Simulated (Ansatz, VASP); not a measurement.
## GaP: VASP beside Ansatz

Aim: how closely do two programs agree when they are given the same cell, functional and k mesh?

Method: plane waves, with VASP 6.6.1 beside it; band structure at r2SCANh with an exact-exchange share of 0.1 and band structure at HSE03, in Ansatz 0.2.0.

### 1. The structure

The structure is cubic, space group F-43m (No. 216). Conventional cell: a = 5.451 Å, b = 5.451 Å, c = 5.451 Å, α = 90.00°, β = 90.00°, γ = 90.00°. Ga has 4 P at 2.36 Å nearest. Nearest to P lie 4 Ga at 2.36 Å. Farther neighbours are not listed.

### 2. Ansatz: band structure, r2SCANh with an exact-exchange share of 0.1

Ansatz runs on its default PAW (the set named soft_2) files.

The same path points are solved in both programs, so levels can be compared one by one.

Input file input.yaml:

```yaml
crystal:
  lattice:
    - [0.0, 2.72525, 2.72525]
    - [2.72525, 0.0, 2.72525]
    - [2.72525, 2.72525, 0.0]
  atoms:
    - { symbol: Ga, position: [0.0, 0.0, 0.0] }
    - { symbol: P, position: [0.25, 0.25, 0.25] }
hamiltonian:
  xc: r2scanh
  pseudopotentials: { kind: paw }
kpoints:
  mp_grid: { grid: [4, 4, 4] }
  band_path:
    path:
      - [0.0, 0.0, 0.0]
      - [0.4, 0.0, 0.4]
      - [0.5, 0.0, 0.5]
      - [0.5, 0.2, 0.7]
      - [0.4, 0.35, 0.75]
      - [0.15, 0.15, 0.3]
      - [0.2, 0.2, 0.2]
      - [0.55, 0.4, 0.55]
      - [0.6, 0.25, 0.65]
      - [0.5, 0.25, 0.75]
      - [0.5, 0.5, 0.5]
      - [0.375, 0.375, 0.75]
      - [0.5, 0.0, 0.5]
    npoints: 1
scf:
  occupations: { method: gaussian, width: 0.02 }
  n_extra_bands: 7
output:
  forces: true
  stress: true
  eigenvalues: true
```

Started as:

```console
$ ansatz run input.yaml --threads 4 --pin off --max-ram 9216MiB --backend cpu --events-out ev --progress --plain --runs-dir out
```

Numbers of over 12 decimals in the logs are rounded to 6 here.

The program printed:

```text
Warning: output.stress: scf.convergence.dr2_threshold = 1e-7 eV (the SCF's general default) is looser than the 2e-10 eV advised for a printed stress (1e-10 eV for each atom of the cell: 2). What an SCF threshold leaves in a stress goes as its square root, and in the free energy as the threshold itself, and one threshold admits the most on a small cell: [figures from the program's tests cut] Set scf.convergence.dr2_threshold to 2e-10 eV or tighter. The threshold is an SCF's pass mark: one that does not reach it within its budget of iterations ends unconverged, or closes short of it on a stop that the run arms, and scf.convergence.dr2_threshold's page says what that costs each kind of run
Warning: output.stress: scf.exx.energy_threshold = 1e-6 eV is looser than the 2e-8 eV advised for a stress under a hybrid functional (1e-8 eV for each atom of the cell: 2). Every SCF of the exchange loop can meet its threshold on dr2 while the loop round them stops early: no threshold on dr2 bounds what that leaves in the stress. Set scf.exx.energy_threshold to 2e-8 eV or tighter. The threshold is the loop's pass mark: a loop that does not reach it within its budget of cycles ends unconverged, and scf.exx.energy_threshold's page has the law
scf.n_extra_bands = 7 over 9 filled bands (N_el = 18.0): the run solves 16 bands
Engine: ansatz 0.2.0, aarch64-unknown-linux-gnu
Pseudopotentials: kind: paw
Pseudopotential: Ga, paw, valence charge 13, recommended cutoff 500 eV (meta_gga), Ga.paw.azcp
Pseudopotential: P, paw, valence charge 5, recommended cutoff 500 eV (meta_gga), P.paw.azcp
Functional definition: r2SCANh
  parameter a = 0.1
  parameter k0 = 0.174
  parameter k1 = 0.065
  parameter a1 = 4.9479
  exchange = (1 - a)*r2scan_x(k0 = k0, k1 = k1, a1 = a1) + a*exact_x
  correlation = r2scan_c
Crystal: 2 atoms, lattice volume = 40.481 Å³
Basis set: ecut = 500 eV, 965 PW (Γ), exchange–correlation on 120×120×120 points (64 copies of the dense FFT grid, shifted against one another)
Bands: 16, of which v1, the nominal top of the filled ones, is band 9 counted from 1 (8 counted from 0)
Symmetry: 24 space group operations
Space group: F-43m (ITA 216), of the structure as read, at distance tolerance 3.4e-5 Å
k-points: 8 of 64 (time reversal used)
Non-local potential: Ga, projectors of the file, l = 0: 2, l = 1: 2, l = 2: 3, l = 3: 1
Non-local potential: P, projectors of the file, l = 0: 2, l = 1: 2, l = 2: 2
PAW form: soft (Blöchl's): semilocal exchange-correlation on the pseudo side does not see the compensation charge
PAW frozen core: Ga, regenerated for the run's functional, and the local potential with it (the file was generated under x = pbe(κ = 0.804, μ = 0.219515), c = pbe(β = 0.066725))
PAW frozen core: P, regenerated for the run's functional, and the local potential with it (the file was generated under x = pbe(κ = 0.804, μ = 0.219515), c = pbe(β = 0.066725))
PAW one-centre angular grid: Ga, 590 points (default); XC on 160 Gauss nodes
PAW one-centre angular grid: P, 302 points (default); XC on 160 Gauss nodes
Initial density: superposition of atomic densities (neutral atoms: chi_scale 0, normalization atom), corrected by the library's trained network
Initial wavefunctions: pseudopotential atomic-orbital guess
Functional: x = r2scan, c = r2scan; τ floored in thin density (d = 2e-4 eV/Å³), warm-up for x = 0.9 r2scan + 0.1 exact, c = r2scan; τ floored in thin density (d = 2e-4 eV/Å³)
SCF iter   1: F=—  HF=-4550.337346 eV  |F-HF|=—  |Δ(HF+E_count)|=         —  Δρ=8.76e-3  dr2=1.37e-2  dr2_τ=8.31e-3  ethr=1.77e-3  ⟨swp⟩=12.4  Hψ=648  notcnv=0
preconditioner: auto → none  [insulator: Δε(μ)=1.843 eV  Ē_g=19.079 eV  σ=0.020 eV  W_gap=1.00  n_scr=14 (ndim 8)  ℏωp=24.8 eV  f_vac=0.013  D(μ)=0.00/eV (n_scr^D=0)]
SCF iter   2: F=—  HF=-4550.352329 eV  |F-HF|=—  |Δ(HF+E_count)|=   1.50e-2  Δρ=2.62e-3  dr2=2.57e-3  dr2_τ=6.21e-5  ethr=7.58e-5  ⟨swp⟩=4.6  Hψ=449  notcnv=0
SCF iter   3: F=—  HF=-4550.351921 eV  |F-HF|=—  |Δ(HF+E_count)|=   4.08e-4  Δρ=2.11e-3  dr2=6.91e-4  dr2_τ=7.25e-6  ethr=1.43e-5  ⟨swp⟩=3.5  Hψ=315  notcnv=0
iter 4 solved again at ethr=9.07e-8 eV; its pass at ethr=3.84e-6 eV (dr2=1.63e-5 eV) is discarded
SCF iter   4: F=-4550.352203 eV  HF=-4550.352213 eV  |F-HF|=1.04e-5  |Δ(HF+E_count)|=   2.93e-4  Δρ=1.76e-4  dr2=1.83e-5  dr2_τ=2.83e-7  ethr=9.07e-8  ⟨swp⟩=4.0  Hψ=529  notcnv=0
SCF 1 stopped early in 4 iterations: F = -4550.352203 eV  dr2 = 1.83e-5
  greatest PAW one-centre occupation: 0.993 electrons in one spin orbital (limit 2), on the Ga atom at site 0 (counted from 0), in its partial waves of l = 2
Initial density: handed on by an earlier stage of this run
Initial wavefunctions: those handed on with the density
Functional: x = 0.9 r2scan + 0.1 exact, c = r2scan; τ floored in thin density (d = 2e-4 eV/Å³)
Frozen-core exchange: fock
SCF iter   1: F=—  HF=-4549.824149 eV  |F-HF|=—  |Δ(HF+E_count)|=         —  Δρ=3.89e-3  dr2=2.65e-3  dr2_τ=1.31e-5  ethr=1.02e-6  ⟨swp⟩=5.8  Hψ=582  notcnv=0
preconditioner: auto → none  [insulator: Δε(μ)=2.371 eV  Ē_g=20.266 eV  σ=0.020 eV  W_gap=1.00  n_scr=14 (ndim 8)  ℏωp=24.8 eV  f_vac=0.012  D(μ)=0.00/eV (n_scr^D=0)]
SCF iter   2: F=—  HF=-4549.823178 eV  |F-HF|=—  |Δ(HF+E_count)|=   9.71e-4  Δρ=7.59e-4  dr2=2.14e-4  dr2_τ=3.92e-6  ethr=1.02e-6  ⟨swp⟩=4.0  Hψ=374  notcnv=0
SCF iter   3: F=—  HF=-4549.823595 eV  |F-HF|=—  |Δ(HF+E_count)|=   4.17e-4  Δρ=4.99e-4  dr2=5.44e-5  dr2_τ=9.01e-7  ethr=1.02e-6  ⟨swp⟩=3.2  Hψ=234  notcnv=0  defer=1
SCF iter   4: F=—  HF=-4549.823593 eV  |F-HF|=—  |Δ(HF+E_count)|=   2.34e-6  Δρ=1.19e-4  dr2=6.24e-6  dr2_τ=5.16e-8  ethr=2.98e-7  ⟨swp⟩=2.0  Hψ=204  notcnv=0
SCF iter   5: F=—  HF=-4549.823593 eV  |F-HF|=—  |Δ(HF+E_count)|=   4.98e-7  Δρ=2.10e-5  dr2=5.51e-7  dr2_τ=1.97e-9  ethr=3.02e-8  ⟨swp⟩=3.1  Hψ=254  notcnv=0  defer=1
SCF iter   6: F=-4549.823596 eV  HF=-4549.823596 eV  |F-HF|=1.89e-7  |Δ(HF+E_count)|=   3.60e-6  Δρ=2.19e-5  dr2=2.79e-7  dr2_τ=4.87e-9  ethr=8.15e-10  ⟨swp⟩=4.2  Hψ=369  notcnv=0  defer=2
SCF 2 stopped early in 6 iterations: F = -4549.823596 eV  dr2 = 2.79e-7
  greatest PAW one-centre occupation: 0.994 electrons in one spin orbital (limit 2), on the Ga atom at site 0 (counted from 0), in its partial waves of l = 2
hybrid outer 1: dexx = +3.763e-4 eV, tail = 9.82e-7 eV
Frozen-core exchange: fock
SCF iter   1: F=—  HF=-4549.823583 eV  |F-HF|=—  |Δ(HF+E_count)|=         —  Δρ=1.01e-5  dr2=2.98e-8  dr2_τ=6.58e-10  ethr=2.73e-8  ⟨swp⟩=4.6  Hψ=291  notcnv=0
preconditioner: auto → none  [insulator: Δε(μ)=2.374 eV  Ē_g=20.207 eV  σ=0.020 eV  W_gap=1.00  n_scr=14 (ndim 8)  ℏωp=24.8 eV  f_vac=0.012  D(μ)=0.00/eV (n_scr^D=0)]
SCF iter   2: F=-4549.823583 eV  HF=-4549.823583 eV  |F-HF|=1.19e-9  |Δ(HF+E_count)|=   8.16e-9  Δρ=2.55e-6  dr2=4.89e-9  dr2_τ=1.09e-10  ethr=1.16e-10  ⟨swp⟩=4.0  Hψ=315  notcnv=0
SCF 3 converged in 2 iterations: F = -4549.823583 eV  dr2 = 4.89e-9
  Residual-converged pass: ⟨swp⟩=3.0  Hψ=218  notcnv=0  max |occ|·‖R‖ = 1.9e-6 eV (tolerance 2.4e-6 eV)  dr2=4.93e-9  dr2_τ=1.12e-10  dr2_onsite=1.85e-9  max |Δocc| = 0.0e0
hybrid outer 2: dexx = +1.504e-8 eV, tail = 1.37e-8 eV, Δε = 8.49e-4 eV (about 1.41e-4 eV left of the loop's levels)
NSCF: frozen V_eff on 13 k-points
hybrid SCF converged: 2 outer / 8 inner (+4 warm-up), last move |dexx| = 1.50e-8 eV, tail = 1.37e-8 eV
Stability not checked: this state was not tested for a lower state beside it, because the functional holds exact exchange (a hybrid, or Hartree-Fock), whose exchange loop this test does not read (fock_operator; see scf.lower_state_search)
Free energy (F): -4549.823583 eV
Frozen-core exchange: fock
Harris-Foulkes:  -4549.823583 eV  (|F-HF|=1.19e-9)
Internal energy: -4549.823583 eV  (E = F + TS)
E sigma→0 (E₀):  -4549.823583 eV
Fermi energy:    7.839598 eV
--- Per-component energies (eV) ---
  E_band       = -83.993222
  E_kinetic    = 185.629845
  E_local      = -2204.587914  (includes V_loc(G=0)·N_el)
  E_nonlocal   = 461.188191
  E_hartree    = 1022.612005
  E_xc         = -110.181395
  E_vxc        = -112.944224  (∫ρ·V_xc dr)
  E_exx        = -25.486596  (= α·E_x^exact, valence–valence)
  E_paw        = -2565.705264  (= ΣΔE_a)
  E_vpaw       = -412.603886  (= ΣTr[D̂ρ^β])
  E_aug_tail   = -0.000042  (compensation charges beyond the density's cutoff)
  E_vtau       = 5.074769  (kinetic-family band-sum trace: ∫τ·v_τ [+ j·A + Jᵃ·Aᵃ] dr)
  E_ewald      = -1312.644944
  E_core_change = -0.647470  (= ΣΔE_core)
  E_smearing   = -0.000000  (= −TS)
  E_closure    = 0.000000  (closes the sum)
  Σ components = -4549.823583   (vs F -4549.823583, Δ=9.09e-13)
--- Forces (eV/Å), atoms counted from 1 ---
  atom   1  Ga     0.00000000    -0.00000000    -0.00000000
  atom   2  P     -0.00000000     0.00000000    -0.00000000
  max |Σ_I F_I| component: 1.48e-16 eV/Å
--- Stress (GPa, compression-positive) ---
        0.103214      -0.000000      -0.000000
       -0.000000       0.103214       0.000000
       -0.000000       0.000000       0.103214
  P = ⅓ Tr σ = 0.1032 GPa (1.032 kbar)
--- Band table (eV; the first three rows and the last of 8) ---
  k-point 0: bands = [... 5 lower, -6.8378, 6.6525, 6.6525, 6.6525, 9.5907, 11.3941, 11.3941, 11.3941, ... 3 higher]
  k-point 1: bands = [... 5 lower, -6.0076, 2.5540, 5.9412, 5.9412, 9.7519, 12.3112, 12.3112, 14.1626, ... 3 higher]
  k-point 2: bands = [... 5 lower, -4.6247, -0.4525, 5.4403, 5.4403, 9.2331, 12.2633, 12.2633, 16.0446, ... 3 higher]
  k-point 7: bands = [... 5 lower, -3.5612, -0.3203, 2.8052, 2.9922, 12.2240, 12.6039, 13.7585, 13.8435, ... 3 higher]
```

It took 16 s on 4 threads of Arm Neoverse V2, shared host; peak memory 0.71 GiB.

In the SCF lines HF is the Harris–Foulkes energy and dr2 the Hartree energy of the density residual, in eV; the loop may stop once dr2 is under the threshold and the program's other checks hold. Hψ counts applications of the Hamiltonian.

### 3. VASP: band structure, r2SCANh with an exact-exchange share of 0.1

The same cell, functional, mesh and smearing now go to VASP, with its own data sets and cutoff.

Lines of VASP's logs that name or quote its potential files are left out, and so is its time.

The run reads the wave functions of an earlier VASP run, which isn't shown here.

Input file INCAR:

```
SYSTEM = GaP
PREC = Accurate
ENCUT = 400
EDIFF = 1E-06
NELM = 100
ISMEAR = 0
SIGMA = 0.02
LREAL = .FALSE.
ALGO = Normal
LHFCALC = .TRUE.
AEXX = 0.1
METAGGA = R2SCAN
LASPH = .TRUE.
NBANDS = 15
PRECFOCK = Fast
HFRCUT = -1
LORBIT = 11
LWAVE = .FALSE.
LCHARG = .FALSE.
KPAR = 4
```

Input file POSCAR:

```
GaP
1.0
    0.0000000000      2.7252500000      2.7252500000
    2.7252500000      0.0000000000      2.7252500000
    2.7252500000      2.7252500000      0.0000000000
Ga P
1 1
Direct
    0.0000000000      0.0000000000      0.0000000000
    0.2500000000      0.2500000000      0.2500000000
```

Input file KPOINTS:

```
Automatic mesh
0
Gamma
4 4 4
0 0 0
```

Input file KPOINTS_OPT:

```
Line mode
6
Line-mode
Reciprocal
  0.00000000   0.00000000   0.00000000 GAMMA
  0.50000000   0.00000000   0.50000000 X

  0.50000000   0.00000000   0.50000000 X
  0.50000000   0.25000000   0.75000000 W

  0.50000000   0.25000000   0.75000000 W
  0.37500000   0.37500000   0.75000000 K

  0.37500000   0.37500000   0.75000000 K
  0.00000000   0.00000000   0.00000000 GAMMA

  0.00000000   0.00000000   0.00000000 GAMMA
  0.50000000   0.50000000   0.50000000 L

  0.50000000   0.50000000   0.50000000 L
  0.62500000   0.25000000   0.62500000 U

  0.62500000   0.25000000   0.62500000 U
  0.50000000   0.25000000   0.75000000 W

  0.50000000   0.25000000   0.75000000 W
  0.50000000   0.50000000   0.50000000 L

  0.50000000   0.50000000   0.50000000 L
  0.37500000   0.37500000   0.75000000 K

  0.62500000   0.25000000   0.62500000 U
  0.50000000   0.00000000   0.50000000 X
```

Potentials, in the order of the species: Ga_d and P (PBE family, release 64).

Started as:

```console
$ mpirun -np 4 vasp_std
```

The program printed:

```text
[banner, memory and clock lines left out]
running    4 mpi-ranks, on    1 nodes
 distrk:  each k-point on    1 cores,    4 groups
 distr:  one band on    1 cores,    1 groups

 POSCAR found type information on POSCAR GaP
 POSCAR found :  2 types and       2 ions
|                                                                             |
|               ----> ADVICE to this user running VASP <----                  |
|                                                                             |
|     You enforced a specific xc type in the INCAR file but a different       |
|     [... a line on the potential file left out ...]
|     I HOPE YOU KNOW WHAT YOU ARE DOING!                                     |
|                                                                             |

 LDA part: xc-table for (None), standard interpolation
 found WAVECAR, reading the header
 POSCAR, INCAR and KPOINTS ok, starting setup
 FFT: planning ... GRIDC
 FFT: planning ... GRID_SOFT
 FFT: planning ... GRID
 HFRCUT set to (new)   8.520141
 reading WAVECAR
 the WAVECAR file was read successfully
 initial charge from wavefunction
 entering main loop
       N       E                     dE             d eps       ncg     rms          rms(c)
DAV:   1    -0.211775733956E+02   -0.21178E+02   -0.56626E-01   283   0.135E+01    0.161E+00
DAV:   2    -0.211678940553E+02    0.96793E-02   -0.47496E-02   329   0.410E+00    0.122E+00
DAV:   3    -0.211679462561E+02   -0.52201E-04   -0.42672E-03   311   0.121E+00    0.762E-01
DAV:   4    -0.211681397698E+02   -0.19351E-03   -0.65899E-04   319   0.247E-01    0.440E-01
DAV:   5    -0.211681761364E+02   -0.36367E-04   -0.34120E-05   261   0.568E-02    0.264E-01
DAV:   6    -0.211681903173E+02   -0.14181E-04   -0.10443E-05   303   0.311E-02    0.159E-01
DAV:   7    -0.211681968398E+02   -0.65226E-05   -0.32986E-06   275   0.180E-02    0.954E-02
DAV:   8    -0.211681997590E+02   -0.29192E-05   -0.10737E-06   197   0.108E-02    0.572E-02
DAV:   9    -0.211682011632E+02   -0.14042E-05   -0.58925E-07   127   0.779E-03    0.341E-02
DAV:  10    -0.211682018354E+02   -0.67218E-06   -0.30356E-07   120   0.571E-03
   1 F= -.21168202E+02 E0= -.21168202E+02  d E =-.227169E-27
 Start KPOINTS_OPT (optional k-point list driver)
k-point batch [1-8\60]
       N       E                     dE             ncg
DAV:   1    -0.272943553264E+03   -0.30579E+04      248
DAV:   2    -0.942252480183E+03   -0.66931E+03      254
DAV:   3    -0.991770634351E+03   -0.49518E+02      303
DAV:   4    -0.992714464338E+03   -0.94383E+00      303
DAV:   5    -0.992732368389E+03   -0.17904E-01      331
DAV:   6    -0.992733013547E+03   -0.64516E-03      394
DAV:   7    -0.992733019637E+03   -0.60896E-05      337
DAV:   8    -0.992733019828E+03   -0.19149E-06      268
[...]
k-point batch [57-60\60]
       N       E                     dE             ncg
DAV:   1     0.226578392438E+04   -0.26153E+04      120
DAV:   2     0.193783396550E+04   -0.32795E+03      127
DAV:   3     0.191568474432E+04   -0.22149E+02      148
DAV:   4     0.191530063162E+04   -0.38411E+00      176
DAV:   5     0.191529365234E+04   -0.69793E-02      155
DAV:   6     0.191529325171E+04   -0.40063E-03      208
DAV:   7     0.191529324917E+04   -0.25382E-05      176
DAV:   8     0.191529324915E+04   -0.17452E-07      144
```

From OUTCAR (step 3):

```text
ion  position               nearest neighbor table
   1  0.000  0.000  0.000-   2 2.36   2 2.36   2 2.36   2 2.36
   2  0.250  0.250  0.250-   1 2.36   1 2.36   1 2.36   1 2.36

  LATTYP: Found a face centered cubic cell.
 ALAT       =     5.4505000000

 Subroutine GETGRP returns: Found 24 space group operations
 (whereof 24 operations were pure point group operations)

The static configuration has the point symmetry T_d .

 Found      8 irreducible k-points:

   k-points           NKPTS =      8   k-points in BZ     NKDIM =     64   number of bands    NBANDS=     15

   dimension x,y,z NGX =    28 NGY =   28 NGZ =   28
   dimension x,y,z NGXF=    56 NGYF=   56 NGZF=   56

   ENCUT  =  400.0 eV  29.40 Ry    5.42 a.u.   6.29  6.29  6.29*2*pi/ulx,y,z

   NELECT =      18.0000    total number of electrons

 k-points in reciprocal lattice and weights: Automatic mesh
   0.00000000  0.00000000  0.00000000       0.016
   0.25000000  0.00000000  0.00000000       0.125
   0.50000000  0.00000000  0.00000000       0.062
   0.25000000  0.25000000  0.00000000       0.094
   0.50000000  0.25000000  0.00000000       0.375
  -0.25000000  0.25000000  0.00000000       0.188
   0.50000000  0.50000000  0.00000000       0.047
  -0.25000000  0.50000000  0.25000000       0.094

  exchange ACFDT corr.  =         0.00000000  see jH, gK, PRB 81, 115126

 average (electrostatic) potential at core
       1 -66.6580       2 -84.4153

 E-fermi :   4.3639

 k-point     1 :       0.0000    0.0000    0.0000
  band No.  band energies     occupation
    ...
      5     -11.6843      2.00000
      6      -9.2845      2.00000
      7       4.2141      2.00000
      8       4.2141      2.00000
      9       4.2141      2.00000
     10       7.1393      0.00000
     11       8.9738      0.00000
     12       8.9739      0.00000
     13       8.9739      0.00000
     14      14.2506      0.00000
    ...

 k-point     2 :       0.2500    0.0000    0.0000
  band No.  band energies     occupation
    ...
      5     -11.6835      2.00000
      6      -8.4406      2.00000
      7       0.1181      2.00000
      8       3.5020      2.00000
      9       3.5020      2.00000
     10       7.3156      0.00000
     11       9.8906      0.00000
     12       9.8907      0.00000
     13      11.7196      0.00000
     14      14.3016      0.00000
    ...

 k-point     3 :       0.5000    0.0000    0.0000
  band No.  band energies     occupation
    ...
      5     -11.6781      2.00000
      6      -7.0660      2.00000
      7      -2.8867      2.00000
      8       3.0026      2.00000
      9       3.0026      2.00000
     10       6.7948      0.00000
     11       9.8464      0.00000
     12       9.8464      0.00000
     13      13.6146      0.00000
     14      16.5264      0.00000
    ...

  energy-cutoff  :      400.00
  volume of cell :       40.48
      direct lattice vectors                 reciprocal lattice vectors
     0.000000000  2.725250000  2.725250000    -0.183469406  0.183469406  0.183469406
     2.725250000  0.000000000  2.725250000     0.183469406 -0.183469406  0.183469406
     2.725250000  2.725250000  0.000000000     0.183469406  0.183469406 -0.183469406

 POSITION                                       TOTAL-FORCE (eV/Angst)
 -----------------------------------------------------------------------------------
      0.00000      0.00000      0.00000         0.000000      0.000000      0.000000
      1.36262      1.36262      1.36262        -0.000000     -0.000000     -0.000000
 -----------------------------------------------------------------------------------
    total drift:                                0.000143      0.000025      0.000066

  FREE ENERGIE OF THE ION-ELECTRON SYSTEM (eV)
  ---------------------------------------------------
  free  energy   TOTEN  =       -21.1682018354 eV

  energy  without entropy=      -21.1682018354  energy(sigma->0) =      -21.16820184

 total charge
# of ion       s       p       d       tot
------------------------------------------
    1        0.810   0.854  10.025  11.690
    2        0.999   1.567   0.000   2.566
--------------------------------------------------
tot          1.809   2.421  10.025  14.256

[... 3 further parts left out ...]
```

The k-mesh is coarse for unscreened exact exchange, which converges slowly with it. Spin-orbit coupling is off here; it would split degenerate levels.

[end of part 1 of 2]

[Lines on the potential files, build, host, timing and source positions are cut from VASP's logs without a mark.]

[Logs are printed without paths, hosts, clocks, repeated set-up lines and the standing remarks that a program may print on its own settings, such as how far it seeks lower states.]

[Hosts, paths, dates, database ids (printed as entryN), source tags and the programs' standing remarks are cut or masked in the printed files.]
